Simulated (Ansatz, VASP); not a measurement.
# One calculation of ScAlN2, two programs

Contents of INCAR:

```
PREC = Accurate
ENCUT = 600
EDIFF = 1E-7
ISMEAR = 0
SIGMA = 0.01
LREAL = False
LASPH = True
NELM = 100
ALGO = Normal
ISIF = 3
LWAVE = False
LCHARG = False
GGA = PE
IBRION = 2
NSW = 100
EDIFFG = -0.01
```

File KPOINTS:

```
regular mesh
0
Gamma
  12 12 6
```

File POSCAR:

```
ScAlN2
1.0
    3.3079522135      0.0000000000      0.0000000000
   -1.6539761068      2.8647706514      0.0000000000
    0.0000000000      0.0000000000      5.9277088235
Sc Al N
1 1 2
Direct
    0.3333333333      0.6666666667      0.0000000000
    0.6666666667      0.3333333333      0.5000000000
    0.6666666667      0.3333333333      0.2057959941
    0.6666666667      0.3333333333      0.7942040059
```

Input for Ansatz:

```yaml
crystal:
  lattice:
    - [3.3079522135, 0.0, 0.0]
    - [-1.6539761068, 2.8647706514, 0.0]
    - [0.0, 0.0, 5.9277088235]
  atoms:
    - { symbol: Sc, position: [0.3333333333, 0.6666666667, 0.0] }
    - { symbol: Al, position: [0.6666666667, 0.3333333333, 0.5] }
    - { symbol: "N", position: [0.6666666667, 0.3333333333, 0.2057959941] }
    - { symbol: "N", position: [0.6666666667, 0.3333333333, 0.7942040059] }
basis:
  ecutwfc: 420
kpoints:
  mp_grid: { grid: [12, 12, 6] }
hamiltonian:
  xc: pbe
scf:
  occupations: { method: gaussian, width: 0.01 }
output:
  forces: true
  stress: true
  eigenvalues: true
  write_density: true
  write_potential: true
  elf: true
  volumetric_format: npy
relax:
  adjacent_minimum: "off"
  f_tol: 0.01
  max_steps: 80
  cell: { stress_tol: 0.05 }
```

Alike in both runs: task relaxation of cell and atoms; functional PBE; k mesh 12 × 12 × 6; occupations gaussian, width 0.01 eV; no spin polarisation.

```csv
,VASP,Ansatz
version,VASP 6.6.1,Ansatz 0.2.0
potentials or method,"VASP PAW PBE potentials, release 64 (Sc_sv, Al, N)","scalar-relativistic, plane waves, PAW"
plane-wave cutoff (eV),600,420
valence electrons in the cell,24,24
```

```csv
,VASP,Ansatz,Ansatz less VASP
"gap on the k mesh at the Fermi level, each at its own relaxed structure (eV)",0.06,0.06,0.000
relaxed volume (Å³/atom),14.08,14.05,-0.034
relaxed cell length with the largest relative difference (Å),3.312,3.309,-0.0027
```
